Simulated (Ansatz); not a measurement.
A plane-wave DFT run in Ansatz 0.2.0 (scalar-relativistic PAW potentials unless the input names others): input and command.

```yaml
crystal:
  lattice:
    - [0.0, 4.5201727734, -4.5201727734]
    - [4.5201727734, 4.5201727734, 0.0]
    - [4.5201727734, 0.0, -4.5201727734]
  atoms:
    - { symbol: B, position: [0.0, 0.5, 0.5] }
    - { symbol: B, position: [0.5, 0.0, 0.5] }
    - { symbol: B, position: [0.5, 0.5, 0.5] }
    - { symbol: B, position: [0.0, 0.0, 1.0] }
    - { symbol: B, position: [0.0, 0.5, 1.0] }
    - { symbol: B, position: [0.5, 0.0, 1.0] }
    - { symbol: B, position: [0.5, 0.5, 1.0] }
    - { symbol: P, position: [0.125, 0.125, 0.125] }
    - { symbol: P, position: [0.125, 0.625, 0.125] }
    - { symbol: P, position: [0.625, 0.125, 0.125] }
    - { symbol: P, position: [0.625, 0.625, 0.125] }
    - { symbol: P, position: [0.125, 0.125, 0.625] }
    - { symbol: P, position: [0.125, 0.625, 0.625] }
    - { symbol: P, position: [0.625, 0.125, 0.625] }
    - { symbol: P, position: [0.625, 0.625, 0.625] }
total_charge: -3
kpoints:
  mp_grid: { grid: [4, 4, 4] }
hamiltonian:
  xc: pbesol
scf:
  occupations: { method: gaussian, width: 0.05 }
output:
  forces: true
  eigenvalues: true
  stress: true
relax:
  adjacent_minimum: "off"
  f_tol: 0.02
  max_steps: 50
accuracy: medium
```

```bash
ansatz run input.yaml --threads 4 --pin off --max-ram 9216MiB --backend cpu --events-out ev --progress --plain --runs-dir out
```

Abridged log:
```
Warning: output.stress: scf.convergence.dr2_threshold = 1e-7 eV (the SCF's general default) is looser than the 1.5e-9 eV advised for a printed stress (1e-10 eV for each atom of the cell: 15). ...
Basis set: ecut = 420 eV, 3695 PW (Γ), exchange–correlation on 90×90×90 points (8 copies of the dense FFT grid, shifted against one another)
Bands: 47, of which v1, the nominal top of the filled ones, is band 32 counted from 1 (31 counted from 0)
Symmetry: 24 space group operations
k-points: 8 of 64 (time reversal used)
SCF iter   1: F=—  HF=-6964.850030 eV  |F-HF|=—  |Δ(HF+E_count)|=         —  Δρ=2.94e-2  dr2=5.03e0  ethr=1.77e-3  ⟨swp⟩=8.8  Hψ=2059  notcnv=0  defer=13
SCF iter   2: F=—  HF=-6963.878086 eV  |F-HF|=—  |Δ(HF+E_count)|=   9.72e-1  Δρ=1.62e-2  dr2=1.83e0  ethr=1.77e-3  ⟨swp⟩=2.1  Hψ=604  notcnv=0  defer=65
SCF iter   3: F=—  HF=-6963.361347 eV  |F-HF|=—  |Δ(HF+E_count)|=   5.17e-1  Δρ=4.89e-3  dr2=4.59e-2  ethr=1.77e-3  ⟨swp⟩=3.1  Hψ=607  notcnv=0  defer=65
SCF iter   4: F=—  HF=-6963.354803 eV  |F-HF|=—  |Δ(HF+E_count)|=   6.54e-3  Δρ=1.17e-3  dr2=6.84e-3  ethr=7.17e-5  ⟨swp⟩=3.2  Hψ=730  notcnv=0  defer=53
SCF iter   5: F=—  HF=-6963.353704 eV  |F-HF|=—  |Δ(HF+E_count)|=   1.10e-3  Δρ=2.46e-4  dr2=1.40e-4  ethr=1.07e-5  ⟨swp⟩=2.6  Hψ=539  notcnv=0  defer=53
SCF iter   6: F=-6963.353738 eV  HF=-6963.353739 eV  |F-HF|=1.38e-6  |Δ(HF+E_count)|=   3.46e-5  Δρ=4.62e-5  dr2=4.96e-6  ethr=1.56e-8  ⟨swp⟩=14.1  Hψ=2678  notcnv=0
SCF 1 converged in 6 iterations: F = -6963.353738 eV  dr2 = 4.96e-6
relax step   1: F+E_penalty+E_count = -6963.35373760 eV  Δ(F+E_penalty+E_count) = +0.000e0 eV  max|allowed force component| = 9.463e-1 eV/Å  Δτ_max = 0.0000 Å  (6 SCF iters, dr2 threshold 1.00e-5 eV, accepted)
Initial density: handed on by an earlier stage of this run
Initial wavefunctions: those handed on with the density
SCF iter   1: F=—  HF=-6963.999067 eV  |F-HF|=—  |Δ(HF+E_count)|=         —  Δρ=7.60e-3  dr2=2.25e-1  ethr=3.48e-4  ⟨swp⟩=1.6  Hψ=1703  notcnv=0  defer=55
SCF iter   2: F=—  HF=-6963.961344 eV  |F-HF|=—  |Δ(HF+E_count)|=   3.77e-2  Δρ=4.28e-3  dr2=7.80e-2  ethr=3.48e-4  ⟨swp⟩=1.8  Hψ=346  notcnv=0  defer=55
   ...
SCF iter   2: F=—  HF=-6963.944264 eV  |F-HF|=—  |Δ(HF+E_count)|=   1.79e-4  Δρ=2.52e-4  dr2=1.03e-4  ethr=1.20e-6  ⟨swp⟩=2.8  Hψ=582  notcnv=0  defer=62
SCF iter   3: F=—  HF=-6963.944232 eV  |F-HF|=—  |Δ(HF+E_count)|=   3.10e-5  Δρ=5.11e-5  dr2=3.91e-6  ethr=1.60e-7  ⟨swp⟩=2.1  Hψ=497  notcnv=0  defer=62
SCF iter   4: F=—  HF=-6963.944300 eV  |F-HF|=—  |Δ(HF+E_count)|=   6.79e-5  Δρ=8.64e-6  dr2=1.93e-7  ethr=6.11e-9  ⟨swp⟩=2.5  Hψ=551  notcnv=0  defer=62
SCF iter   5: F=-6963.944300 eV  HF=-6963.944300 eV  |F-HF|=8.75e-10  |Δ(HF+E_count)|=   8.89e-9  Δρ=2.19e-6  dr2=1.10e-8  ethr=1.56e-10  ⟨swp⟩=11.8  Hψ=1841  notcnv=0
SCF 4 converged in 5 iterations: F = -6963.944300 eV  dr2 = 1.10e-8
relax step   4: F+E_penalty+E_count = -6963.94430034 eV  Δ(F+E_penalty+E_count) = -6.363e-4 eV  max|allowed force component| = 2.902e-2 eV/Å  Δτ_max = 0.0050 Å  (5 SCF iters, accepted)
SCF iter   1: F=—  HF=-6963.944446 eV  |F-HF|=—  |Δ(HF+E_count)|=         —  Δρ=1.70e-4  dr2=1.06e-4  ethr=1.65e-6  ⟨swp⟩=2.0  Hψ=763  notcnv=0  defer=5
SCF iter   2: F=—  HF=-6963.944420 eV  |F-HF|=—  |Δ(HF+E_count)|=   2.65e-5  Δρ=7.63e-5  dr2=1.63e-5  ethr=1.66e-7  ⟨swp⟩=2.4  Hψ=534  notcnv=0  defer=5
SCF iter   3: F=—  HF=-6963.944474 eV  |F-HF|=—  |Δ(HF+E_count)|=   5.38e-5  Δρ=1.52e-5  dr2=3.75e-7  ethr=2.55e-8  ⟨swp⟩=2.0  Hψ=482  notcnv=0  defer=5
SCF iter   4: F=-6963.944474 eV  HF=-6963.944474 eV  |F-HF|=1.45e-8  |Δ(HF+E_count)|=   5.78e-8  Δρ=2.64e-6  dr2=2.57e-8  ethr=1.56e-10  ⟨swp⟩=10.6  Hψ=1879  notcnv=0
SCF 5 converged in 4 iterations: F = -6963.944474 eV  dr2 = 2.57e-8
relax step   5: F+E_penalty+E_count = -6963.94447351 eV  Δ(F+E_penalty+E_count) = -1.732e-4 eV  max|allowed force component| = 3.207e-3 eV/Å  Δτ_max = 0.0016 Å  (4 SCF iters, accepted)
SCF converged after 4 iterations
Free energy (F): -6963.944474 eV
Harris-Foulkes:  -6963.944474 eV  (|F-HF|=1.45e-8)
Internal energy: -6963.937811 eV  (E = F + TS)
E sigma→0 (E₀):  -6963.941142 eV
Entropy (-TS):   -0.006663 eV (-0.444 meV/atom)
Fermi energy:    10.112608 eV
--- Forces (eV/Å), atoms counted from 1 ---
  atom   1  B      0.00000000     0.00000000    -0.00071240
  atom   2  B      0.00071240     0.00000000     0.00000000
  atom   3  B      0.00000000    -0.00071240     0.00000000
  atom   4  B      0.00000000     0.00071240     0.00000000
  atom   5  B     -0.00071240     0.00000000     0.00000000
  atom   6  B      0.00000000     0.00000000     0.00071240
  atom   7  B      0.00000000     0.00000000     0.00000000
  atom   8  P      0.00058551    -0.00058551    -0.00058551
  atom   9  P      0.00320655    -0.00320655     0.00320655
  atom  10  P     -0.00320655    -0.00320655    -0.00320655
  atom  11  P      0.00320655     0.00320655    -0.00320655
  atom  12  P     -0.00058551    -0.00058551     0.00058551
  atom  13  P      0.00058551     0.00058551     0.00058551
  atom  14  P     -0.00058551     0.00058551    -0.00058551
  atom  15  P     -0.00320655     0.00320655     0.00320655
--- Stress (GPa, compression-positive) ---
       -9.587709       0.000000       0.000000
        0.000000      -9.587709       0.000000
        0.000000       0.000000      -9.587709
  P = ⅓ Tr σ = -9.5877 GPa (-95.877 kbar)
--- Relaxed structure (5 steps of the walk, 5 accepted, 0 SCFs on fresh bases) ---
  F+E_penalty+E_count = -6963.94447351 eV   max|allowed force component| = 3.207e-3 eV/Å
  atoms:
    - { symbol: B, position: [0.00572815, 0.49427184, 0.50572815] }
    - { symbol: B, position: [0.49427184, 0.00572815, 0.50572815] }
    - { symbol: B, position: [0.49427184, 0.49427184, 0.50572815] }
    - { symbol: B, position: [0.00572815, 0.00572815, 0.99427184] }
    - { symbol: B, position: [0.00572815, 0.49427184, 0.99427184] }
    - { symbol: B, position: [0.49427184, 0.00572815, 0.99427184] }
    - { symbol: B, position: [0.5, 0.5, 1.0] }
    - { symbol: P, position: [0.11683089, 0.11683089, 0.14950732] }
    - { symbol: P, position: [0.12210180, 0.62596606, 0.12596606] }
    - { symbol: P, position: [0.62596606, 0.12210180, 0.12596606] }
    - { symbol: P, position: [0.62596606, 0.62596606, 0.12596606] }
    - { symbol: P, position: [0.11683089, 0.11683089, 0.61683089] }
    - { symbol: P, position: [0.11683089, 0.64950732, 0.61683089] }
    - { symbol: P, position: [0.64950732, 0.11683089, 0.61683089] }
    - { symbol: P, position: [0.62596606, 0.62596606, 0.62210180] }
```

Apart from outputs and empty bands, the input differs from a reference run on usual settings in accuracy: not typed → "medium"; basis.ecutwfc: 420 → not typed. The reference, at the same start, ended its own course with pressure -9.59 GPa (with the neutralising background of the charged cell), largest force 0.006 eV/Å, no gap on the mesh. This run converged in 24 SCF iterations over all its steps (reference: 24) with an energy at zero smearing within 0.01 meV/atom of the reference's, pressure -9.59 GPa (with the neutralising background of the charged cell), largest force 0.006 eV/Å, no gap on the mesh.

It took 6.8 s on 4 threads of Arm Neoverse V2, with other jobs on the host, peak memory 0.5 GiB.